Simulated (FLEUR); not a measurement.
# InPd (Pm-3m) in FLEUR: further runs, part 2 of 3

FLEUR MaX-R8.1 (later development tree). Earlier steps stand in the parts before.

### 3 Band structure, PBEsol

This run uses another cell than the first one, of 15.76 Å³/atom, 0.947 times its volume.

Changes to inp.xml since step 2:

```diff
@@ -26,5 +26,5 @@
          <bravaisMatrix>
-            <row-1>    6.0781498601717336     0.0000000000000000     0.0000000000000000</row-1>
-            <row-2>    0.0000000000000000     6.0781498601717336     0.0000000000000000</row-2>
-            <row-3>    0.0000000000000000     0.0000000000000000     6.0781498601717336</row-3>
+            <row-1>    5.9695881787244449     0.0000000000000000     0.0000000000000000</row-1>
+            <row-2>    0.0000000000000000     5.9695881787244449     0.0000000000000000</row-2>
+            <row-3>    0.0000000000000000     0.0000000000000000     5.9695881787244449</row-3>
          </bravaisMatrix>
@@ -34,3 +34,3 @@
       <species name="Indium (In)" element="In" atomicNumber="49">
-         <mtSphere radius="2.16" gridPoints="763" logIncrement="0.017"/>
+         <mtSphere radius="2.16" gridPoints="751" logIncrement="0.017"/>
          <atomicCutoffs lmax="9" lnonsphr="9"/>
@@ -50,3 +50,3 @@
       <species name="Palladium (Pd)" element="Pd" atomicNumber="46">
-         <mtSphere radius="2.4" gridPoints="849" logIncrement="0.015"/>
+         <mtSphere radius="2.4" gridPoints="833" logIncrement="0.015"/>
          <atomicCutoffs lmax="10" lnonsphr="10"/>
```

crystal.txt reads:

```
InPd
&input cartesian=F /
3.1589700227  0.0000000000  0.0000000000
0.0000000000  3.1589700227  0.0000000000
0.0000000000  0.0000000000  3.1589700227
1.8897261246
1.0 1.0 1.0

2
49 0.0000000000  0.0000000000  0.0000000000
46 0.5000000000  0.5000000000  0.5000000000

&kpt div1=8 div2=8 div3=8 gamma=T /
```

Changes to inp.xml (bands) since step 2:

```diff
@@ -26,5 +26,5 @@
          <bravaisMatrix>
-            <row-1>    6.0781498601717336     0.0000000000000000     0.0000000000000000</row-1>
-            <row-2>    0.0000000000000000     6.0781498601717336     0.0000000000000000</row-2>
-            <row-3>    0.0000000000000000     0.0000000000000000     6.0781498601717336</row-3>
+            <row-1>    5.9695881787244449     0.0000000000000000     0.0000000000000000</row-1>
+            <row-2>    0.0000000000000000     5.9695881787244449     0.0000000000000000</row-2>
+            <row-3>    0.0000000000000000     0.0000000000000000     5.9695881787244449</row-3>
          </bravaisMatrix>
@@ -34,3 +34,3 @@
       <species name="Indium (In)" element="In" atomicNumber="49">
-         <mtSphere radius="2.16" gridPoints="763" logIncrement="0.017"/>
+         <mtSphere radius="2.16" gridPoints="751" logIncrement="0.017"/>
          <atomicCutoffs lmax="9" lnonsphr="9"/>
@@ -50,3 +50,3 @@
       <species name="Palladium (Pd)" element="Pd" atomicNumber="46">
-         <mtSphere radius="2.4" gridPoints="849" logIncrement="0.015"/>
+         <mtSphere radius="2.4" gridPoints="833" logIncrement="0.015"/>
          <atomicCutoffs lmax="10" lnonsphr="10"/>
```

Potentials or basis: all-electron, FLAPW.

Command:

```sh
$ inpgen -f crystal.txt -profile fastHighL
$ # inp.xml edited to the form shown
$ fleur_MPI
$ fleur_MPI   # second run, on inp.xml (bands)
```

It took 42 s on 1 thread of Arm Neoverse V2, shared host; peak memory 0.08 GiB.

It converged, with:

- Free energy: -297291.2028 eV
- Band gap along the path: none (metal or under the smearing width)
- Valence electrons inside the program's atomic spheres: In 18.37; Pd 16.74 (radii In 2.16, Pd 2.4 bohr)

Levels at the corners of the path, in eV from the Fermi level:
```csv
point,band 15,band 16,band 17,band 18,band 19,band 20,band 21,band 22,band 23,band 24
Γ,-4.27,-4.27,-2.43,-2.43,-2.43,4.44,4.44,4.44,10.94,11.44
X,-6.70,-4.32,-3.64,-3.64,-2.56,-1.10,10.35,10.58,10.58,11.48
M,-3.87,-2.89,-2.89,-2.68,-2.68,-1.77,2.10,2.92,10.28,11.60
Γ,-4.27,-4.27,-2.43,-2.43,-2.43,4.44,4.44,4.44,10.94,11.44
R,-5.51,-5.51,-1.72,-1.72,0.42,4.02,4.02,4.02,4.93,4.93
X,-6.70,-4.32,-3.64,-3.64,-2.56,-1.10,10.35,10.58,10.58,11.48
M,-3.87,-2.89,-2.89,-2.68,-2.68,-1.77,2.10,2.92,10.28,11.60
R,-5.51,-5.51,-1.72,-1.72,0.42,4.02,4.02,4.02,4.93,4.93
```

Core levels (eV from the Fermi level):
```tsv
atom	levels
1 In	1s1/2 -27718.2, 2s1/2 -4145.9, 2p1/2 -3866.6, 2p3/2 -3655.9, 3s1/2 -783.2, 3p1/2 -670.5, 3p3/2 -632.4, 3d3/2 -432.9, 3d5/2 -425.1
2 Pd	1s1/2 -24138.6, 2s1/2 -3523.5, 2p1/2 -3268.7, 2p3/2 -3109.4, 3s1/2 -634.7, 3p1/2 -534.2, 3p3/2 -506.4, 3d3/2 -328.3, 3d5/2 -322.7
```

Caveat: spin-orbit coupling is left out, which moves the levels of the heavy elements.

### 4 Band structure, PBEsol

This run uses another cell than the first one, of 14.89 Å³/atom, 0.895 times its volume.

Changes to inp.xml since step 3:

```diff
@@ -26,5 +26,5 @@
          <bravaisMatrix>
-            <row-1>    5.9695881787244449     0.0000000000000000     0.0000000000000000</row-1>
-            <row-2>    0.0000000000000000     5.9695881787244449     0.0000000000000000</row-2>
-            <row-3>    0.0000000000000000     0.0000000000000000     5.9695881787244449</row-3>
+            <row-1>    5.8569274411287067     0.0000000000000000     0.0000000000000000</row-1>
+            <row-2>    0.0000000000000000     5.8569274411287067     0.0000000000000000</row-2>
+            <row-3>    0.0000000000000000     0.0000000000000000     5.8569274411287067</row-3>
          </bravaisMatrix>
@@ -34,3 +34,3 @@
       <species name="Indium (In)" element="In" atomicNumber="49">
-         <mtSphere radius="2.16" gridPoints="751" logIncrement="0.017"/>
+         <mtSphere radius="2.16" gridPoints="737" logIncrement="0.017"/>
          <atomicCutoffs lmax="9" lnonsphr="9"/>
@@ -50,3 +50,3 @@
       <species name="Palladium (Pd)" element="Pd" atomicNumber="46">
-         <mtSphere radius="2.4" gridPoints="833" logIncrement="0.015"/>
+         <mtSphere radius="2.4" gridPoints="817" logIncrement="0.016"/>
          <atomicCutoffs lmax="10" lnonsphr="10"/>
```

crystal.txt reads:

```
InPd
&input cartesian=F /
3.0993525278  0.0000000000  0.0000000000
0.0000000000  3.0993525278  0.0000000000
0.0000000000  0.0000000000  3.0993525278
1.8897261246
1.0 1.0 1.0

2
49 0.0000000000  0.0000000000  0.0000000000
46 0.5000000000  0.5000000000  0.5000000000

&kpt div1=8 div2=8 div3=8 gamma=T /
```

Changes to inp.xml (bands) since step 3:

```diff
@@ -26,5 +26,5 @@
          <bravaisMatrix>
-            <row-1>    5.9695881787244449     0.0000000000000000     0.0000000000000000</row-1>
-            <row-2>    0.0000000000000000     5.9695881787244449     0.0000000000000000</row-2>
-            <row-3>    0.0000000000000000     0.0000000000000000     5.9695881787244449</row-3>
+            <row-1>    5.8569274411287067     0.0000000000000000     0.0000000000000000</row-1>
+            <row-2>    0.0000000000000000     5.8569274411287067     0.0000000000000000</row-2>
+            <row-3>    0.0000000000000000     0.0000000000000000     5.8569274411287067</row-3>
          </bravaisMatrix>
@@ -34,3 +34,3 @@
       <species name="Indium (In)" element="In" atomicNumber="49">
-         <mtSphere radius="2.16" gridPoints="751" logIncrement="0.017"/>
+         <mtSphere radius="2.16" gridPoints="737" logIncrement="0.017"/>
          <atomicCutoffs lmax="9" lnonsphr="9"/>
@@ -50,3 +50,3 @@
       <species name="Palladium (Pd)" element="Pd" atomicNumber="46">
-         <mtSphere radius="2.4" gridPoints="833" logIncrement="0.015"/>
+         <mtSphere radius="2.4" gridPoints="817" logIncrement="0.016"/>
          <atomicCutoffs lmax="10" lnonsphr="10"/>
```

Potentials or basis: all-electron, FLAPW.

Command:

```sh
$ inpgen -f crystal.txt -profile fastHighL
$ # inp.xml edited to the form shown
$ fleur_MPI
$ fleur_MPI   # second run, on inp.xml (bands)
```

Log:

```text
Welcome to FLEUR        (www.flapw.de)
      MaX-Release 8.1          (www.max-centre.eu)

 ========== k-point set info ==========
 Selected k-point list: default-1
 k-point list type: mesh
 8 x 8 x 8
 Number of k points: 35

 ------------Calculation Setup---------------------------
 Number of MPI-tasks      :            1
 Number of PE/node        :            1
 Number of OMP-threads    :            1
 Most efficient MPI parallelization for:
           1           5           7          35
 Additional eigenvalue parallelization possible
 Number of basis functions:          398
 Approximate size of matrices (H+S) per k-point:         0.002 GB
 --------------------------------------------------------
 Iteration:     1   Distance:       8.83279172 me/bohr^3
 Iteration:     2   Distance:       7.87457692 me/bohr^3
 Iteration:     3   Distance:       3.81889515 me/bohr^3
 Iteration:     4   Distance:       2.01063487 me/bohr^3
 Iteration:     5   Distance:       0.85935793 me/bohr^3
 Iteration:     6   Distance:       0.32338547 me/bohr^3
 Iteration:     7   Distance:       0.05909618 me/bohr^3
 Iteration:     8   Distance:       0.05019824 me/bohr^3
 Iteration:     9   Distance:       0.00832579 me/bohr^3
 Iteration:    10   Distance:       0.00203239 me/bohr^3
 Iteration:    11   Distance:       0.00088108 me/bohr^3
 Iteration:    12   Distance:       0.00014239 me/bohr^3
 Iteration:    13   Distance:       0.00023076 me/bohr^3
 Iteration:    14   Distance:       0.00000703 me/bohr^3

 ********************************************************************
 Run finished successfully
 Stop message:
   all done
 ********************************************************************
```

output (bands):

```text
Welcome to FLEUR        (www.flapw.de)
      MaX-Release 8.1          (www.max-centre.eu)

 ========== k-point set info ==========
 Selected k-point list: path-1
 k-point list type: path
 Number of k points: 60

 ------------Calculation Setup---------------------------
 Number of MPI-tasks      :            1
 Number of PE/node        :            1
 Number of OMP-threads    :            1
 Most efficient MPI parallelization for:
           1           2           3           4           5           6          10          12          15          20          30          60
 Additional eigenvalue parallelization possible
 Number of basis functions:          396
 Approximate size of matrices (H+S) per k-point:         0.002 GB
 --------------------------------------------------------
 Fermi energy correction for metals:
 Fermi energy in bands.* files may not be consistent with last density.
 Please correct it manually (e.g. in band.gnu file).

 Note: Band structure data (together with different weights) is also stored in the banddos.hdf file.
       A convenient way of extracting and plotting the data from that file is by making use of the

 ********************************************************************
 Run finished successfully
 Stop message:
   Charge density postprocessing done.
 ********************************************************************
```

out.xml (last iteration):

```text
<iteration numberForCurrentRun="   14" overallNumber="   14">
         <energyParameters units="Htr">
            <atomicEP atomType="1" spin="1" branch="5s" branchLowest="-3.70" branchHighest="2.18" value="0.1787754070"/>
            <atomicEP atomType="1" spin="1" branch="5p" branchLowest="-2.15" branchHighest="3.03" value="0.3298558964"/>
            <atomicEP atomType="1" spin="1" branch="4d" branchLowest="-15.20" branchHighest="0.16" value="-0.0045596638"/>
[... 128 lines left out ...]
            </atomTypeDependentContributions>
            <tkbTimesEntropy value="0.0003209765"/>
            <freeEnergy value="-10925.2418466866"/>
            <extrapolationTo0K value="-10925.2416861984"/>
         </totalEnergy>
         <densityConvergence units="me/bohr^3">
            <chargeDensity spin="1" distance="0.0000070282"/>
         </densityConvergence>
      </iteration>
```

It took 39 s on 1 thread of Arm Neoverse V2, shared host; peak memory 0.08 GiB.

What came out:

| Item | Value |
| --- | --- |
| Free energy | -297290.9757 eV |
| Band gap along the path | none (metal or under the smearing width) |
| Valence electrons inside the program's atomic spheres | In 18.41; Pd 16.82 (radii In 2.16, Pd 2.4 bohr) |

Levels at the corners of the path, in eV from the Fermi level:
| point | band 16 | band 17 | band 18 | band 19 | band 20 | band 21 | band 22 | band 23 |
| --- | --- | --- | --- | --- | --- | --- | --- | --- |
| Γ | -4.60 | -2.60 | -2.60 | -2.60 | 4.53 | 4.53 | 4.53 | 11.78 |
| X | -4.71 | -3.94 | -3.94 | -2.76 | -1.16 | 10.54 | 11.13 | 11.13 |
| M | -3.09 | -3.09 | -2.94 | -2.94 | -1.89 | 2.42 | 3.15 | 10.70 |
| Γ | -4.60 | -2.60 | -2.60 | -2.60 | 4.53 | 4.53 | 4.53 | 11.78 |
| R | -5.95 | -1.83 | -1.83 | 0.67 | 4.11 | 4.11 | 4.11 | 5.18 |
| X | -4.71 | -3.94 | -3.94 | -2.76 | -1.16 | 10.54 | 11.13 | 11.13 |
| M | -3.09 | -3.09 | -2.94 | -2.94 | -1.89 | 2.42 | 3.15 | 10.70 |
| R | -5.95 | -1.83 | -1.83 | 0.67 | 4.11 | 4.11 | 4.11 | 5.18 |

Core levels (eV from the Fermi level):
| atom | levels |
| --- | --- |
| 1 In | 1s1/2 -27718.3, 2s1/2 -4146.0, 2p1/2 -3866.7, 2p3/2 -3656.0, 3s1/2 -783.3, 3p1/2 -670.6, 3p3/2 -632.5, 3d3/2 -433.0, 3d5/2 -425.2 |
| 2 Pd | 1s1/2 -24138.8, 2s1/2 -3523.6, 2p1/2 -3268.8, 2p3/2 -3109.6, 3s1/2 -634.9, 3p1/2 -534.3, 3p3/2 -506.6, 3d3/2 -328.4, 3d5/2 -322.9 |

Caveat: spin-orbit coupling is left out, which moves the levels of the heavy elements.

### 5 Band structure, PBEsol

This run uses another cell than the first one, of 14.01 Å³/atom, 0.842 times its volume.

Changes to inp.xml since step 4:

```diff
@@ -26,5 +26,5 @@
          <bravaisMatrix>
-            <row-1>    5.8569274411287067     0.0000000000000000     0.0000000000000000</row-1>
-            <row-2>    0.0000000000000000     5.8569274411287067     0.0000000000000000</row-2>
-            <row-3>    0.0000000000000000     0.0000000000000000     5.8569274411287067</row-3>
+            <row-1>    5.7397573237811566     0.0000000000000000     0.0000000000000000</row-1>
+            <row-2>    0.0000000000000000     5.7397573237811566     0.0000000000000000</row-2>
+            <row-3>    0.0000000000000000     0.0000000000000000     5.7397573237811566</row-3>
          </bravaisMatrix>
@@ -34,3 +34,3 @@
       <species name="Indium (In)" element="In" atomicNumber="49">
-         <mtSphere radius="2.16" gridPoints="737" logIncrement="0.017"/>
+         <mtSphere radius="2.16" gridPoints="721" logIncrement="0.018"/>
          <atomicCutoffs lmax="9" lnonsphr="9"/>
@@ -50,3 +50,3 @@
       <species name="Palladium (Pd)" element="Pd" atomicNumber="46">
-         <mtSphere radius="2.4" gridPoints="817" logIncrement="0.016"/>
+         <mtSphere radius="2.4" gridPoints="801" logIncrement="0.016"/>
          <atomicCutoffs lmax="10" lnonsphr="10"/>
```

crystal.txt reads:

```
InPd
&input cartesian=F /
3.0373487719  0.0000000000  0.0000000000
0.0000000000  3.0373487719  0.0000000000
0.0000000000  0.0000000000  3.0373487719
1.8897261246
1.0 1.0 1.0

2
49 0.0000000000  0.0000000000  0.0000000000
46 0.5000000000  0.5000000000  0.5000000000

&kpt div1=8 div2=8 div3=8 gamma=T /
```

Changes to inp.xml (bands) since step 4:

```diff
@@ -26,5 +26,5 @@
          <bravaisMatrix>
-            <row-1>    5.8569274411287067     0.0000000000000000     0.0000000000000000</row-1>
-            <row-2>    0.0000000000000000     5.8569274411287067     0.0000000000000000</row-2>
-            <row-3>    0.0000000000000000     0.0000000000000000     5.8569274411287067</row-3>
+            <row-1>    5.7397573237811566     0.0000000000000000     0.0000000000000000</row-1>
+            <row-2>    0.0000000000000000     5.7397573237811566     0.0000000000000000</row-2>
+            <row-3>    0.0000000000000000     0.0000000000000000     5.7397573237811566</row-3>
          </bravaisMatrix>
@@ -34,3 +34,3 @@
       <species name="Indium (In)" element="In" atomicNumber="49">
-         <mtSphere radius="2.16" gridPoints="737" logIncrement="0.017"/>
+         <mtSphere radius="2.16" gridPoints="721" logIncrement="0.018"/>
          <atomicCutoffs lmax="9" lnonsphr="9"/>
@@ -50,3 +50,3 @@
       <species name="Palladium (Pd)" element="Pd" atomicNumber="46">
-         <mtSphere radius="2.4" gridPoints="817" logIncrement="0.016"/>
+         <mtSphere radius="2.4" gridPoints="801" logIncrement="0.016"/>
          <atomicCutoffs lmax="10" lnonsphr="10"/>
```

Command:

```sh
$ inpgen -f crystal.txt -profile fastHighL
$ # inp.xml edited to the form shown
$ fleur_MPI
$ fleur_MPI   # second run, on inp.xml (bands)
```

Run time: 36 s. Hardware: 1 thread of Arm Neoverse V2, shared host; peak memory 0.08 GiB.

Results (log left out):

```
Free energy                                           : -297290.5708 eV
Band gap along the path                               : none (metal or under the smearing width)
Valence electrons inside the program's atomic spheres : In 18.46; Pd 16.92 (radii In 2.16, Pd 2.4 bohr)
```

Levels at the corners of the path, in eV from the Fermi level:
```tsv
point	band 15	band 16	band 17	band 18	band 19	band 20	band 21	band 22	band 23	band 24
Γ	-4.99	-4.99	-2.79	-2.79	-2.79	4.61	4.61	4.61	12.36	12.36
X	-7.51	-5.17	-4.29	-4.29	-2.99	-1.24	10.74	11.74	11.74	12.32
M	-4.49	-3.30	-3.30	-3.22	-3.22	-2.03	2.77	3.41	11.15	11.73
Γ	-4.99	-4.99	-2.79	-2.79	-2.79	4.61	4.61	4.61	12.36	12.36
R	-6.46	-6.46	-1.97	-1.97	0.92	4.22	4.22	4.22	5.45	5.45
X	-7.51	-5.17	-4.29	-4.29	-2.99	-1.24	10.74	11.74	11.74	12.32
M	-4.49	-3.30	-3.30	-3.22	-3.22	-2.03	2.77	3.41	11.15	11.73
R	-6.46	-6.46	-1.97	-1.97	0.92	4.22	4.22	4.22	5.45	5.45
```

Core levels (eV from the Fermi level):
| atom | levels |
| --- | --- |
| 1 In | 1s1/2 -27718.4, 2s1/2 -4146.1, 2p1/2 -3866.8, 2p3/2 -3656.1, 3s1/2 -783.5, 3p1/2 -670.7, 3p3/2 -632.7, 3d3/2 -433.1, 3d5/2 -425.3 |
| 2 Pd | 1s1/2 -24138.9, 2s1/2 -3523.8, 2p1/2 -3269.0, 2p3/2 -3109.8, 3s1/2 -635.0, 3p1/2 -534.5, 3p3/2 -506.7, 3d3/2 -328.6, 3d5/2 -323.1 |

Caveat: spin-orbit coupling is left out, which moves the levels of the heavy elements.

(Continued in part 3 of 3.)
